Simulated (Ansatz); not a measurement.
# MgTe (F-43m): relaxation followed by a look at the electronic structure from a Python script

A script is to give a relaxation followed by a look at the electronic structure; the system is MgTe (F-43m).

Computed with Ansatz 0.2.0, driven from Python. Level of theory: DFT PBEsol, plane waves, PAW.

## Step 1: The structure

The structure is cubic, space group F-43m (No. 216). Conventional cell: a = 6.464 Å, b = 6.464 Å, c = 6.464 Å, α = 90.00°, β = 90.00°, γ = 90.00°. Mg (site symmetry -43m) is surrounded by 4 Te at 2.80 Å. Te (site symmetry -43m) is surrounded by 4 Mg at 2.80 Å.

The script holds or builds the structure itself.

## Step 2: The script

File pipeline.py:

```python
'''From the given cell of MgTe to a relaxed cell, its gap and its density of states.'''

import ansatz
import numpy as np


def count_gap(report):
    # lowest empty less highest filled band, counting bands; zero where they overlap
    return max(report.get('gap_by_band_count_ev') or 0.0, 0.0)


def configured(crystal, spacing):
    return (
        crystal.calculation()
        .functional('pbesol')
        .occupations('fixed')
        .kpoints(spacing=spacing)
    )

mgte = (
    ansatz.Lattice.of((0.0, 3.23199882, 3.23199882), (3.23199882, 0.0, 3.23199882), (3.23199882, 3.23199882, 0.0))
    .atom('Mg', (0.0, 0.0, 0.0))
    .atom('Te', (0.75, 0.75, 0.75))
)

relaxed = configured(mgte, 0.45).relax(cell=True, force_tolerance=0.01, max_steps=40).checkpoint(write='relax.run', compress=False).run(threads=1)
cell = np.asarray(relaxed.lattice.cell_ang)
print('relaxed edges (A):', np.linalg.norm(cell, axis=1).round(4), ' volume:', round(abs(np.linalg.det(cell)), 3), 'A^3')
for site in relaxed.lattice.sites:
    print(' ', site.symbol, np.round(site.position_frac, 4) + 0.0)

final = ansatz.Crystal.from_checkpoint('relax.run')
done = configured(final, 0.34).stress().band_table().density_of_states(energy_step=0.05).run(threads=1)
r = done.report
dos = done.density_of_states()
print(f'pressure at the relaxed cell {np.trace(r["stress_gpa"]) / 3:.3f} GPa, gap by band count {count_gap(r):.3f} eV')
if count_gap(r) == 0:
    print('states/eV at the Fermi level:', round(float(np.interp(dos.fermi_ev, dos.energies_ev, dos.spin_summed_g_bin_mean_per_ev)), 3))
```

## Step 3: The run

Run with:

```bash
$ python pipeline.py
```

**Question.** What results will this script give? Wanted: moves of the relaxation of run 1; energy gained in run 1; last largest force component of run 1; relaxed conventional cell of run 1; space group at the end of run 1.

As calculated:

| quantity | value |
| --- | --- |
| runs compared | 2 |
| moves of the relaxation of run 1 | 2 |
| energy gained in run 1 (ahead of the last change of basis) | 0.3 meV/atom |
| last largest force component of run 1 | 0.0000 eV/Å |
| relaxed conventional cell of run 1 | a = 6.447 Å, b = 6.447 Å, c = 6.447 Å, α = 90.00°, β = 90.00°, γ = 90.00° |
| space group at the end of run 1 | F-43m |

**Reading.** In run 1, over 2 moves the cell shrank by 0.8 % in volume, and the space group stayed F-43m. Caveats:
- Along an axis with an odd division the mesh misses the point at one half; a gap read on a finite mesh is an upper bound on this functional's gap.
- The crystal has a gap of about 2.32 eV on the mesh; bins of finite width blur the band edges.
- This cell is a computed structure, which may not be the phase found in nature.
- Where the second run takes another functional or mesh than the relaxation, its pressure isn't zero; pressure is positive in compression.
- The computed bands are complete only to about 5.4 eV above the Fermi level; beyond that the density of states is undercounted.
